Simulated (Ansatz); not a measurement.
# Levels at Γ against strain in MgF$_{2}$

```yaml
crystal:
  lattice:
    - [4.62130, 0.00000, 0.00000]
    - [0.00000, 4.62130, 0.00000]
    - [0.00000, 0.00000, 3.01590]
  atoms:
    - { symbol: Mg, position: [0.00000, 0.00000, 0.00000] }
    - { symbol: Mg, position: [0.50000, 0.50000, 0.50000] }
    - { symbol: F, position: [0.30280, 0.30280, 0.00000] }
    - { symbol: F, position: [0.19720, 0.80280, 0.50000] }
    - { symbol: F, position: [0.69720, 0.69720, 0.00000] }
    - { symbol: F, position: [0.80280, 0.19720, 0.50000] }
```

Atoms are numbered in the order listed.

The conventional cell has a = 4.621 Å, b = 4.621 Å, c = 3.016 Å, α = 90.00°, β = 90.00°, γ = 90.00°. Mg (atom 1) is surrounded by 6 F at 1.98 Å. Around F (atom 3) lie 3 Mg at 1.98 Å.

The geometry is COD entry 9007534, unchecked; take it as a test cell.

Computed with Ansatz 0.2.0, DFT, LDA, all-electron LAPW, scalar-relativistic.

Settings: a Γ-centred 5×5×7 k mesh, Fermi–Dirac smearing of 0.02 eV, basis error target 1 meV/atom, no spin polarisation.

The strain is applied along the Cartesian axes of the cell as listed (the other components stay zero). Fractional coordinates are held (clamped ions).

Only quantities that a quadratic follows smoothly over the whole series are listed; rougher ones are left out.

| εzz | direct gap at Γ (eV) |
| --- | --- |
| -0.0300 | 7.140 |
| -0.0200 | 7.052 |
| -0.0100 | 6.965 |
| 0.0000 | 6.881 |
| 0.0200 | 6.716 |
| 0.0300 | 6.636 |

(1) Fit the series and give the slopes at zero strain.

(2) One run, at εzz = 0.0100, is withheld. Predict its row.

## Answers

(1) Least-squares fits y = p0 + p1 x + p2 x² to the rows give direct gap at Γ (eV): p1 = -8.4, p2 = 8.2.

(2) The fits give 6.797; the run gave 6.798.
